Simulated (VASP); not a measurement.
Crystal: As.

```
CELL_PARAMETERS angstrom
-2.70368 0.00000 -2.70368
0.00000 -2.70368 -2.70368
-2.70368 -2.70368 0.00000
ATOMIC_POSITIONS crystal
As 0.27635 0.22714 0.25690
As 0.72365 0.77286 0.74310
```

This isn't the form of As at room conditions, which is rhombohedral.

The cell isn't the ideal one: all atoms moved at random, sigma 0.1 Å a component.

| Item | Value |
| --- | --- |
| Program | VASP 6.6.1 |
| Task | relaxation of the atoms |
| Functional | LDA |
| Potentials or basis | VASP PAW LDA potentials, release 64 (As) |
| Cutoff | 520 eV |
| k mesh | 9 × 9 × 9 |
| Occupations | gaussian, width 0.05 eV |
| Spin | no spin polarisation |

At the start: pressure -0.7 GPa; volume 19.76 Å³/atom.

**Question.** Where does the relaxation end?

**Answer.** Over 33 steps the energy falls by 21.7 meV/atom; space group R-3m (No. 166, to 0.05 Å).

Step by step:
```csv
step,energy change (eV),largest force (eV/Å),pressure (GPa)
1,0.0000,0.4866,-0.72
2,-0.0192,0.3273,-0.02
3,-0.0276,0.1909,0.81
4,-0.0277,0.1954,0.87
5,-0.0316,0.1618,0.98
6,-0.0348,0.1415,1.29
7,-0.0365,0.0134,0.99
8,-0.0365,0.0115,0.97
9,-0.0365,0.0120,0.96
10,-0.0365,0.0138,0.96
11,-0.0366,0.0217,0.96
12,-0.0370,0.0455,0.94
13,-0.0386,0.0806,0.96
14,-0.0416,0.0706,1.13
15,-0.0367,0.3008,1.86
16,-0.0421,0.0827,1.22
17,-0.0422,0.1025,1.32
18,-0.0423,0.0953,1.29
19,-0.0423,0.0956,1.30
20,-0.0423,0.0965,1.30
21,-0.0423,0.0987,1.31
22,-0.0423,0.1041,1.34
23,-0.0423,0.1020,1.33
24,-0.0423,0.1006,1.32
25,-0.0424,0.0967,1.31
26,-0.0425,0.0897,1.29
27,-0.0427,0.0756,1.25
28,-0.0431,0.0496,1.16
29,-0.0434,0.0104,0.99
30,-0.0434,0.0113,0.98
31,-0.0434,0.0098,0.98
32,-0.0434,0.0062,0.99
33,-0.0434,0.0034,1.00
```

Final structure:
```
As
1.0
    -2.70368    0.00000   -2.70368
     0.00000   -2.70368   -2.70368
    -2.70368   -2.70368    0.00000
As
2
Cartesian
  -1.4423 -1.2621 -1.4426
  -3.9651 -4.1452 -3.9648
```
